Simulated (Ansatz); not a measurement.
Ta5As4 (I4/m): electronic heat capacity and spin susceptibility from the density of states

All numbers below come from DFT PBEsol, scalar-relativistic, plane waves, PAW (Ansatz).

Plane waves to 420 eV, a k mesh through Γ of 12×12×12 on the computed 9-atom cell and Gaussian smearing (0.10 eV); no spin polarisation.

Relaxed cell: I4/m, a = 9.785 Å, b = 9.785 Å, c = 3.391 Å, α = 90.00°, β = 90.00°, γ = 90.00°, 9 atoms in the primitive cell. Whether it is the stable form of this composition wasn't checked.

The density of states at the Fermi level is 2.931 states/eV in the cell of 9 atoms (1 formula unit; both spins, tetrahedra on a 18×18×18 mesh). Averaged over bins of 0.1 eV the density runs from 2.6 to 3.5 states/eV within 0.2 eV of the Fermi level, so the figure hangs on the exact place of that level.

Q: What Sommerfeld coefficient and Pauli susceptibility does this give?

A: Per formula unit N(E_F) = 2.931 states/eV. γ = (π²/3) k_B² N(E_F) N_A = 2.357 mJ/(mol K²) per state/eV, so γ = 6.9 mJ/(mol K²), a mole of formula units. χ_P = μ_B² N(E_F) N_A = 3.23×10⁻⁵ emu/mol per state/eV gives 9.5×10⁻⁵ emu/mol. This is the bare band result: a measured γ of the same phase is as a rule larger by a factor 1 + λ from phonons and spin fluctuations, the spin part of χ is larger by the Stoner factor, and a measured χ also holds orbital and core terms. N(E_F) at one energy is sensitive to the mesh where the density of states has sharp peaks.

Spin-orbit coupling is left out, which matters for the bands of heavy elements.

Cost: 1 run of about 19 core-minutes, on Arm Neoverse V1 (shared hosts).